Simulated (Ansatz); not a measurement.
# Sb (Fm-3m) in Ansatz: equation of state

How stiff is Sb in PBEsol, and what volume does it want? The cell is scaled to several volumes.

Everything below comes from runs of Ansatz 0.2.0. Logs are shortened: lines on timing, memory, paths and dates and some standing lists are left out, and cuts for length are marked.

## (1) The crystal as given

Symmetry: Fm-3m, No. 225, cubic system. Conventional cell: a = 4.742 Å, b = 4.742 Å, c = 4.742 Å, α = 90.00°, β = 90.00°, γ = 90.00°. Sb (site symmetry m-3m) has 12 Sb at 3.35 Å as nearest neighbours.

This isn't the form of Sb at room conditions, which is rhombohedral.

## (2) Equation of state, PBEsol

Potentials or basis: all-electron LAPW, scalar-relativistic.

This step only gathers the single runs of the series.

Results:

* Equilibrium volume: 26.15 Å³/atom
* Bulk modulus: 63 GPa
* Pressure derivative of the bulk modulus: 3.3 (rough: it moves with the points fitted)

Energy against volume, from the lowest point:
```
volume (Å³/atom)  energy (meV/atom)
          25.066               9.44
          25.599               2.32
          26.133               0.00
          26.666               1.97
          27.199               7.86
          27.733              17.39
          28.266              30.28
```
